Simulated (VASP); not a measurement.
## MgI2: single point with LDA

The system is MgI2.

```
Mg I
1.0
     4.15370    0.00000    0.00000
    -2.07685    3.59721    0.00000
     0.00000    0.00000    6.86200
Mg I
1 2
Direct
  0.00000 0.00000 0.00000
  0.33333 0.66667 0.75763
  0.66667 0.33333 0.24237
```

```
Program             : VASP 6.6.1
Task                : single point
Functional          : LDA
Potentials or basis : VASP PAW LDA potentials, release 64 (Mg, I)
Cutoff              : 520 eV
k mesh              : 6 × 6 × 4
Occupations         : gaussian, width 0.05 eV
Spin                : no spin polarisation
```

- Pressure: -1.5 GPa
- Largest force: 0.138 eV/Å
- Band gap on the k mesh: 3.34 eV, indirect (least direct gap 3.43 eV)

Forces on the atoms (eV/Å):
```
Mg   0.000  0.000  0.000
I    0.000  0.000  0.138
I    0.000  0.000 -0.138
```

Stress tensor (GPa, compression positive):
```
-1.61  0.00  0.00
 0.00 -1.61  0.00
 0.00  0.00 -1.29
```

Levels at points of the mesh, in eV from the valence-band top:
```
           k point  band 5  band 6  band 7  band 8  band 9  band 10  band 11  band 12
(0.00, 0.00, 0.00)   -0.48   -0.10   -0.10    0.00    3.43     4.58     6.56     6.56
(0.50, 0.00, 0.00)   -1.91   -1.43   -0.95   -0.48    3.46     5.14     5.35     6.82
(0.00, 0.00, 0.50)   -0.38   -0.38   -0.20   -0.20    4.44     4.66     6.38     6.38
(0.50, 0.00, 0.50)   -1.25   -1.15   -0.83   -0.73    3.36     5.01     5.56     5.91
```

Run time: 25 s on 1 thread of Intel(R) Xeon(R) Platinum 8488C (Sapphire Rapids), with other jobs on the host, peak memory 0.2 GiB.

Caveat: spin-orbit coupling is left out, which moves the levels of the heavy elements. A k mesh can miss the band edges.
